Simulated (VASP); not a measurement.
Write the native input for VASP 6.6.1 that does the following.

| Property | Result |
| --- | --- |
| Task | relaxation of cell and atoms |
| Functional | revTPSS |
| Potentials or basis | VASP PAW PBE potentials, release 64 (Pb_d, Se) |
| Cutoff | 600 eV |
| k mesh | 8 × 8 × 8 |
| Occupations | fermi-dirac, width 0.05 eV |
| Spin | no spin polarisation |
| Further INCAR settings | ALGO = Normal; EDIFF = 1e-06; IBRION = 2; EDIFFG = -0.02; NSW = 40; ISIF = 3 |

The structure of PbSe (Clausthalite) lies in POSCAR:

```
PbSe
1.0
    0.0000000000      3.0606500000      3.0606500000
    3.0606500000      0.0000000000      3.0606500000
    3.0606500000      3.0606500000      0.0000000000
Pb Se
1 1
Direct
    0.0000000000      0.0000000000      0.0000000000
    0.5000000000      0.5000000000      0.5000000000
```

One way to write it, as run:

INCAR

```
PREC = Accurate
ENCUT = 600
EDIFF = 1E-6
ISMEAR = -1
SIGMA = 0.05
LREAL = F
LASPH = T
NELM = 80
ALGO = Normal
ISIF = 3
LWAVE = F
LCHARG = F
METAGGA = RTPSS
LMIXTAU = T
IBRION = 2
NSW = 40
EDIFFG = -0.02
```

KPOINTS

```
regular mesh
0
Gamma
  8 8 8
```

Potentials or basis: VASP PAW PBE potentials, release 64 (Pb_d, Se).

The run is started by

```bash
$ cat potpaw_PBE.64/Pb_d/POTCAR potpaw_PBE.64/Se/POTCAR > POTCAR
$ mpirun -np 1 vasp_std > vasp.out
```

It gave:

```
Relaxed volume                         : 29.31 Å³/atom
Relaxed cell                           : a = 4.360 Å, b = 4.360 Å, c = 4.360 Å, α = 60.00°, β = 60.00°, γ = 60.00°
Space group after relaxing (to 0.05 Å) : Fm-3m (No. 225)
Energy gained by relaxing              : 2.2 meV/atom
Ionic steps                            : 3
Pressure after relaxing                : 0.0 GPa
Band gap on the k mesh                 : 0.39 eV, direct
```

Caveat: the PAW data sets were made with another functional, which shifts forces and pressure a little; spin-orbit coupling is left out, which as a rule narrows the gap of such compounds by several tenths of an eV.

It took 3.9 min on 1 thread of Intel(R) Xeon(R) Platinum 8488C (Sapphire Rapids), with other jobs on the host, peak memory 0.24 GiB.
